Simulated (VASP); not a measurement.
Write the native input for VASP 6.6.1 that does the following.

```
Task                   : single point
Functional             : r2SCAN
Potentials or basis    : VASP PAW PBE potentials, release 64 (Pb_d, Te)
Cutoff                 : 520 eV
k mesh                 : 8 × 8 × 8
Occupations            : gaussian, width 0.01 eV
Spin                   : no spin polarisation
Dipole correction      : no
Further INCAR settings : ALGO = Normal; EDIFF = 1e-07; NBANDS = 17
```

TePb:

```
Pb Te
1.0
     0.00000    3.39757    3.39757
     3.39757    0.00000    3.39757
     3.39757    3.39757    0.00000
Pb Te
1 1
Direct
  0.00000 0.00000 0.00000
  0.50000 0.50000 0.50000
```

The cell was built by a generator and needn't be a form met in nature.

The cell isn't the ideal one: hydrostatic strain +4.0%.

These files were run (other wordings do the same):

POSCAR

```
TePb
1.0
    0.0000000000      3.3975699750      3.3975699750
    3.3975699750      0.0000000000      3.3975699750
    3.3975699750      3.3975699750      0.0000000000
Pb Te
1 1
Direct
    0.0000000000      0.0000000000      0.0000000000
    0.5000000000      0.5000000000      0.5000000000
```

INCAR.step1

```
PREC = Accurate
ENCUT = 520
ISMEAR = 0
SIGMA = 0.01
LREAL = F
LASPH = T
NELM = 80
NBANDS = 17
GGA = PE
ALGO = Normal
EDIFF = 1E-4
LWAVE = T
LCHARG = F
```

INCAR.step2

```
PREC = Accurate
ENCUT = 520
EDIFF = 1E-7
ISMEAR = 0
SIGMA = 0.01
LREAL = F
LASPH = T
NELM = 80
ALGO = Normal
ISIF = 2
LWAVE = F
LCHARG = F
METAGGA = R2SCAN
LMIXTAU = T
NBANDS = 17
ISTART = 1
```

KPOINTS

```
Automatic mesh
0
Gamma
  8 8 8
```

Potentials or basis: VASP PAW PBE potentials, release 64 (Pb_d, Te).

Launch:

```console
$ cat potpaw_PBE.64/Pb_d/POTCAR potpaw_PBE.64/Te/POTCAR > POTCAR
$ cp INCAR.step1 INCAR
$ mpirun -np 1 vasp_std > vasp.out
$ cp INCAR.step2 INCAR
$ mpirun -np 1 vasp_std > vasp.out
```

Results of the run:

```json
{"Pressure": "-3.8 GPa", "Band gap on the k mesh": "1.28 eV, direct"}
```

Caveat: the PAW data sets were made with another functional, which shifts forces and pressure a little; spin-orbit coupling is left out, which as a rule narrows the gap of such compounds by several tenths of an eV.

Wall time 110 s on 1 thread of Intel(R) Xeon(R) Platinum 8488C (Sapphire Rapids) (shared host), peak memory 0.23 GiB.
